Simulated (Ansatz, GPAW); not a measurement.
Given: the input of a run of Ansatz 0.2.0 on SnTe. 

The input input.yaml:

```yaml
crystal:
  lattice:
    - [0.0, 3.15085, 3.15085]
    - [3.15085, 0.0, 3.15085]
    - [3.15085, 3.15085, 0.0]
  atoms:
    - { symbol: Te, position: [0.5, 0.5, 0.5] }
    - { symbol: Sn, position: [0.0, 0.0, 0.0] }
kpoints:
  mp_grid: { grid: [7, 7, 7] }
scf:
  occupations: { method: gaussian, width: 0.029 }
hamiltonian:
  xc: pbe
  pseudopotentials: { kind: all_electron, lapw: { basis_error: 0.001 } }
output:
  forces: true
  stress: true
  eigenvalues: true
```

Potentials or basis: all-electron LAPW, scalar-relativistic.

Command:

```console
$ ansatz run input.yaml --threads 1 --pin off --max-ram 3072MiB --backend cpu --events-out ev --progress --plain --runs-dir out
```

**Question.** What does the same run look like in GPAW 26.7.0 (ASE script)? Potentials or basis there: GPAW PAW data sets (gpaw-data 1.2.1), cutoff 600 eV.

**Answer.** As run (cutoffs and basis follow the program's own potentials, and thresholds, step limits or extra output files can differ):

File run.py:

```python
from ase import Atoms
from ase.dft.bandgap import bandgap
from ase.io import write
from ase.units import GPa
from gpaw import GPAW, PW

atoms = Atoms(['Te', 'Sn'],
              cell=[[0.0, 3.15085, 3.15085],
                    [3.15085, 0.0, 3.15085],
                    [3.15085, 3.15085, 0.0]],
              scaled_positions=[[0.5, 0.5, 0.5],
                                [0.0, 0.0, 0.0]],
              pbc=True)

calc = GPAW(mode=PW(600),
            xc='PBE',
            kpts={'size': (7, 7, 7), 'gamma': True},
            occupations={'name': 'methfessel-paxton', 'order': 0, 'width': 0.028999999999999998},
            nbands=19,
            convergence={'density': 1e-05, 'energy': 1e-05},
            maxiter=150,
            txt='gpaw.txt')
atoms.calc = calc
energy = atoms.get_potential_energy()
forces = atoms.get_forces()
stress = atoms.get_stress()
calc.write('gs.gpw')
write('result.traj', atoms)
print(f'Energy: {energy:.6f} eV')
print('Forces (eV/A):')
print(forces.round(4))
print('Stress (GPa):', (stress / GPa).round(3))
print('Fermi level:', round(calc.get_fermi_level(), 4), 'eV')
print(f'Gap: {bandgap(calc)[0]:.4f} eV, direct: {bandgap(calc, direct=True)[0]:.4f} eV')
```

Potentials or basis: GPAW PAW data sets (gpaw-data 1.2.1), pw.

Launch:

```sh
$ OMP_NUM_THREADS=1 python run.py
```

Both were run:

|  | Ansatz | GPAW |
| --- | --- | --- |
| Pressure | 2.2 GPa | 1.9 GPa |

Where Ansatz's input types no cutoff or centring, it takes its own default and a Γ-centred mesh.

Pressure is positive in compression.
